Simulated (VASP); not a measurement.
# B (Pm-3n) in VASP: a series of runs, part 2 of 2

VASP 6.6.1.

## 4. Single point, PBE (the structure that the rattled cell fell into)

File INCAR:

```
PREC = Accurate
ENCUT = 520
EDIFF = 1E-6
ISMEAR = 0
SIGMA = 0.1
LREAL = F
LASPH = T
NELM = 100
ALGO = Normal
ISIF = 2
LWAVE = F
LCHARG = T
GGA = PE
LELF = T
LVHAR = T
NBANDS = 30
```

File KPOINTS:

```
regular mesh
0
Gamma
  6 6 2
```

File POSCAR:

```
B
1.0
    3.1297026101      0.0000000000      0.0000000000
   -0.2326129762      3.1605263783      0.0000000000
   -0.1329669364     -0.3517807602      7.8697040172
B
12
Direct
    0.6273790180      0.1327609229      0.8110713120
    0.8868857483      0.8634412833      0.2927212890
    0.1318134951      0.9544019139      0.7137701895
    0.3769728222      0.0641903703      0.1939474311
    0.8489202920      0.6645564618      0.8714672637
    0.1268475296      0.3640359503      0.3608712665
    0.8872525162      0.4296234996      0.6466369431
    0.1046607017      0.5525597477      0.1317335911
    0.3666809215      0.8340431569      0.9617366205
    0.4242419359      0.6324449642      0.5336570879
    0.6039264871      0.3701335854      0.0317600374
    0.6144185323      0.1378081438      0.4506269679
```

Potentials or basis: VASP PAW PBE potentials, release 64 (B).

The run is started by

```
$ cat potpaw_PBE.64/B/POTCAR > POTCAR
$ mpirun -np 1 vasp_std > vasp.out
```

OUTCAR:

```text
PREC = Accurate
   ENCUT = 520
   EDIFF = 1E-6
   ISMEAR = 0
   LREAL = F
   LASPH = T
   NELM = 100
   ISIF = 2
   GGA = PE

 ion  position               nearest neighbor table
   1  0.627  0.133  0.811-   9 1.73   3 1.76   5 1.76   7 1.80   5 1.82  11 1.87   3 1.88
   2  0.887  0.863  0.293-   8 1.75  12 1.76   6 1.76   4 1.82   6 1.90   4 1.93
   3  0.132  0.954  0.714-   1 1.76   5 1.79   7 1.83   7 1.83   1 1.88  10 1.99   9 2.14
   4  0.377  0.064  0.194-  11 1.76   6 1.81   2 1.82   8 1.82   8 1.90   2 1.93   9 1.94  12 2.14

   5  0.849  0.665  0.871-  11 1.76   1 1.76   3 1.79   9 1.79   9 1.79   1 1.82   7 1.90
   6  0.127  0.364  0.361-   2 1.76  10 1.78   4 1.81  12 1.87  12 1.87   2 1.90   8 1.93
   7  0.887  0.430  0.647-   1 1.80   3 1.83   3 1.83  10 1.86   5 1.90  12 1.92  10 1.99
   8  0.105  0.553  0.132-   2 1.75  11 1.79   9 1.82   4 1.82  11 1.88   4 1.90   6 1.93
   9  0.367  0.834  0.962-   1 1.73   5 1.79   5 1.79  11 1.80   8 1.82  11 1.86   4 1.94   3 2.14

  10  0.424  0.632  0.534-   6 1.78  12 1.82  12 1.82   7 1.86   3 1.99   7 1.99
  11  0.604  0.370  0.032-   5 1.76   4 1.76   8 1.79   9 1.80   9 1.86   1 1.87   8 1.88
  12  0.614  0.138  0.451-   2 1.76  10 1.82  10 1.82   6 1.87   6 1.87   7 1.92   4 2.14

  LATTYP: Found a triclinic cell.
 ALAT       =     3.1297026101
 B/A-ratio  =     1.4744379554
 C/A-ratio  =     3.6376633707
 COS(alpha) =     0.0032119228
 COS(beta)  =     0.4972603885
 COS(gamma) =     0.7286331057

  Lattice vectors:

 A1 = (  -3.1297026101,   0.0000000000,   0.0000000000)
 A2 = (  -3.3623155863,   3.1605263783,   0.0000000000)
 A3 = (  -5.6612123314,  -5.9692719964,  -7.8697040172)

Analysis of symmetry for initial positions (statically):
=====================================================================
 Subroutine PRICEL returns:
 Original cell was already a primitive cell.

 Routine SETGRP: Setting up the symmetry group for a
 triclinic supercell.

 Subroutine GETGRP returns: Found  1 space group operations
 (whereof  1 operations were pure point group operations)
 out of a pool of  2 trial point group operations.

The static configuration has the point symmetry C_1 .

Analysis of symmetry for dynamics (positions and initial velocities):
=====================================================================
 Subroutine PRICEL returns:
 Original cell was already a primitive cell.

 Routine SETGRP: Setting up the symmetry group for a
 triclinic supercell.

 Subroutine GETGRP returns: Found  1 space group operations
 (whereof  1 operations were pure point group operations)
 out of a pool of  2 trial point group operations.

The dynamic configuration has the point symmetry C_1 .

 Subroutine INISYM returns: Found  1 space group operations
 (whereof  1 operations are pure point group operations),
 and found     1 'primitive' translations

----------------------------------------------------------------------------------------

                                     Primitive cell

  volume of cell :      77.8432

  direct lattice vectors                    reciprocal lattice vectors
     3.129702610  0.000000000  0.000000000     0.319519176  0.023516433  0.006449812
    -0.232612976  3.160526378  0.000000000     0.000000000  0.316402991  0.014143414
    -0.132966936 -0.351780760  7.869704017     0.000000000  0.000000000  0.127069582

  length of vectors
[... 90 lines left out ...]
   NGX,Y,Z   is equivalent  to a cutoff of  12.75, 12.59, 12.66 a.u.
   NGXF,Y,Z  is equivalent  to a cutoff of  25.50, 25.18, 25.32 a.u.
 SYSTEM =  unknown system
   PREC   = accura    normal or accurate (medium, high low for compatibility)
   ISTART =      0    job   : 0-new  1-cont  2-samecut
   ICHARG =      2    charge: 1-file 2-atom 10-const
   ISPIN  =      1    spin polarized calculation?
   LNONCOLLINEAR =      F non collinear calculations
   LSORBIT =      F    spin-orbit coupling
   LASPH  =      T    aspherical Exc in radial PAW
   ENCUT  =  520.0 eV  38.22 Ry    6.18 a.u.   5.82  5.89 14.65*2*pi/ulx,y,z
   NELM   =    100;   NELMIN=  2; NELMDL= -5     # of ELM steps
   EDIFF  = 0.1E-05   stopping-criterion for ELM
   LREAL  =      F    real-space projection
   EDIFFG = 0.1E-04   stopping-criterion for IOM
   NSW    =      0    number of steps for IOM
   IBRION =     -1    ionic relax: 0-MD 1-quasi-New 2-CG
   NFREE  =      0    steps in history (QN), initial steepest desc. (CG)
   ISIF   =      2    stress and relaxation
   ISYM   =      2    0-nonsym 1-usesym 2-fastsym
   POTIM  = 0.5000    time-step for ionic-motion
   TEBEG  =    0.0;   TEEND  =   0.0 temperature during run
   PSTRESS=    0.0 pullay stress
   NELECT =      36.0000    total number of electrons
   NUPDOWN=      -1.0000    fix difference up-down
   EMIN   =  10.00;   EMAX   =-10.00  energy-range for DOS
   EFERMI =   0.00;   METHOD = LEGACY
   ISMEAR =     0;   SIGMA  =   0.10  broadening in eV -4-tet -1-fermi 0-gaus
   EFERMI_NEDOS =   21; number of points for ismear=-14 and -15
   IALGO  =     38    algorithm
   IMIX   =      4    mixing-type and parameters
     AMIX     =   0.40;   BMIX     =  1.00
     AMIX_MAG =   1.60;   BMIX_MAG =  1.00
  volume/ion in A,a.u.               =       6.49        43.78
  Fermi-wavevector in a.u.,A,eV,Ry     =   1.266005  2.392402 21.806986  1.602768
  Thomas-Fermi vector in A             =   2.399228
   LORBIT       =      0    0 simple, 1 ext, 2 COOP (PROOUT), +10 PAW based schemes
   GGA     = PE    functional components
   LHFCALC =     F    Hartree Fock is set to
   AEXX    =    0.0000 exact exchange contribution
   IVDW    =     0    specifies the selected vdW correction
   LEPSILON=     F    determine dielectric tensor
   LRPA    =     F    only Hartree local field effects (RPA)
 non-spin polarized calculation
 Gauss-broadening in eV      SIGMA  =   0.10
  energy-cutoff  :      520.00
  volume of cell :       77.84
 maximum number of plane-waves:      2115
   NGX = 11   NGY = 11   NGZ = 29

 number of electron      36.0000000 magnetization

 Free energy of the ion-electron system (eV)
  ---------------------------------------------------
  ext. energy  EPLUGINS =         0.00000000
  ---------------------------------------------------
  free energy    TOTEN  =       -75.89801411 eV

  energy without entropy =      -75.89217634  energy(sigma->0) =      -75.89509523

 E-fermi :   8.1969     XC(G=0): -12.3342

 val. band max:        8.1885237803   @ k =   0.1667   0.5000   0.0000
 cond. band min:       8.2609779874   @ k =   0.0000   0.5000   0.0000
 fundamental gap:      0.0724542071
 Fermi energy:         8.1969384182

 k-point     1 :       0.0000    0.0000    0.0000
  band No.  band energies     occupation
      1      -9.2763      2.00000
      2      -7.4933      2.00000
      3      -6.7757      2.00000
      4      -2.0340      2.00000
      5      -1.7412      2.00000
      6       0.9459      2.00000
[... 781 lines left out ...]
     29      15.6581      0.00000
     30      16.4276      0.00000

 [... further k-points ...]

------------------------ aborting loop because EDIFF is reached ----------------------------------------

  FORCE on cell =-STRESS in cart. coord.  units (eV):
  Direction    XX          YY          ZZ          XY          YZ          ZX
  --------------------------------------------------------------------------------------
  -------------------------------------------------------------------------------------
  Total        0.1013570      0.2621771     -0.3539444     -0.2907724     -0.2016603      0.1539613
  in kB        2.0861394      5.3961557     -7.2849199     -5.9847065     -4.1505916      3.1688464
  external PRESSURE =       0.0657918 kB  Pullay stress =       0.0000000 kB

 VOLUME and BASIS-vectors are now :
 -----------------------------------------------------------------------------
  energy-cutoff  :      520.00
  volume of cell :       77.84
      direct lattice vectors                 reciprocal lattice vectors
     3.129702610  0.000000000  0.000000000     0.319519176  0.023516433  0.006449812
    -0.232612976  3.160526378  0.000000000     0.000000000  0.316402991  0.014143414
    -0.132966936 -0.351780760  7.869704017     0.000000000  0.000000000  0.127069582

 POSITION                                       TOTAL-FORCE (eV/Angst)
 -----------------------------------------------------------------------------------
      1.82478      0.13428      6.38289        -0.030346     -0.001688     -0.011452
      2.53592      2.62596      2.30363        -0.024989      0.019883      0.001467
      0.09562      2.76532      5.61716         0.054233      0.082700     -0.024480
      1.13909      0.13465      1.52631         0.034510     -0.024886     -0.007140
      2.38641      1.79378      6.85819        -0.000675      0.007996      0.008046
      0.26433      1.02360      2.83995         0.020654     -0.032276     -0.036162
      2.59092      1.13036      5.08884        -0.017938     -0.016531      0.021721
      0.18151      1.70004      1.03670        -0.045026     -0.024248      0.011746
      0.82571      2.29769      7.56858        -0.026618     -0.020741      0.035968
      1.10968      1.81113      4.19972        -0.027006     -0.047362      0.008044
      1.79979      1.15864      0.24994         0.060401      0.010959      0.001930
      1.83097      0.27702      3.54630         0.002799      0.046193     -0.009689
 -----------------------------------------------------------------------------------
    total drift:                               -0.000000      0.000005     -0.000028

  FREE ENERGIE OF THE ION-ELECTRON SYSTEM (eV)
  ---------------------------------------------------
  free  energy   TOTEN  =       -75.8980141106 eV

  energy  without entropy=      -75.8921763396  energy(sigma->0) =      -75.89509523
```

Wall time 31 s (1 thread of Intel Xeon 6975P-C (Granite Rapids), shared host); peak memory 0.2 GiB.

What came out:

| Quantity | Value |
| --- | --- |
| Free energy | -75.8980 eV |
| Pressure | 0.0 GPa |
| Largest force | 0.102 eV/Å |
| Band gap on the k mesh | none (metal or under the smearing width) |

Forces on the atoms (eV/Å):
```
B   -0.030 -0.002 -0.011
B   -0.025  0.020  0.001
B    0.054  0.083 -0.024
B    0.035 -0.025 -0.007
B   -0.001  0.008  0.008
B    0.021 -0.032 -0.036
B   -0.018 -0.017  0.022
B   -0.045 -0.024  0.012
B   -0.027 -0.021  0.036
B   -0.027 -0.047  0.008
B    0.060  0.011  0.002
B    0.003  0.046 -0.010
```

Caveat: the k mesh is coarse (spacing up to 0.40 Å⁻¹), so the values aren't converged.

## 5. The runs side by side

```tsv
task	cell	k mesh	cutoff (eV)	mesh quality	gap on the mesh (eV)	pressure (GPa)
single point	random cell by space group and Wyckoff sites (Pm-3n, No. 223)	12 × 12 × 12	520	not flagged	none	-0.1
relaxation of cell and atoms	relaxed from: random cell by space group and Wyckoff sites (Pm-3n, No. 223)	12 × 12 × 12	600	not flagged	none	0.1
single point	the structure that the rattled cell fell into	6 × 6 × 2	520	coarse	none	0.0
```

Alike in all rows: level PBE; potentials or basis VASP PAW PBE potentials, release 64 (B); no spin polarisation; smearing gaussian 0.1 eV.

Caveats: some runs use coarse meshes.

Total energies depend on the potentials used, so only differences within one code and one set of settings carry meaning.
